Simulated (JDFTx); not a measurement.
# AlNi under changes of volume

One of the cells (11.956 Å³/atom); the others are scaled copies at fixed shape and fractional positions:

```xyz
2
Lattice="2.8810 0.0000 0.0000 0.0000 2.8810 0.0000 0.0000 0.0000 2.8810" Properties=species:S:1:pos:R:3 pbc="T T T"
Ni    1.4405    1.4405    1.4405
Al    0.0000    0.0000    0.0000
```

| Property | Result |
| --- | --- |
| Program | JDFTx 1.7.0 (patched build) |
| Functional | RPBE |
| Potentials or basis | PseudoDojo-SR-PBE-0.5-standard with smoothed tails |
| Cutoff | 1333 eV |
| Density cutoff | 10667 eV |
| k mesh | 9 × 9 × 9 |
| Occupations | fermi-dirac, width 0.05 eV |
| Spin | collinear spin, ferromagnetic start |
| Starting moments | [1.0, 0.0] μB |

```csv
volume (Å³/atom),energy over the lowest point (meV/atom),pressure (GPa)
11.239,49.85,16.6
11.478,?,?
11.717,13.60,8.1
11.956,4.24,4.5
12.196,0.00,1.3
12.435,0.38,-1.7
12.674,4.90,-4.3
```

Task: What does the run at 11.478 Å³/atom give?

Result: Energy over the lowest point 28.45 meV/atom; pressure 12.1 GPa.

Worked out: A Birch-Murnaghan fit of order 3 (a polynomial in V^(-2/3)) to the other rows has its minimum at 12.29 Å³/atom with B0 = V·E''(V) = 152 GPa and B' = 4.3. It gives 28.59 meV/atom at 11.478 Å³/atom, against the run's 28.45, and -dE/dV = 12.1 GPa, against 12.1.

Energies are extrapolated to zero smearing.

Caveats: the potentials were made for another functional, which shifts forces and pressure.
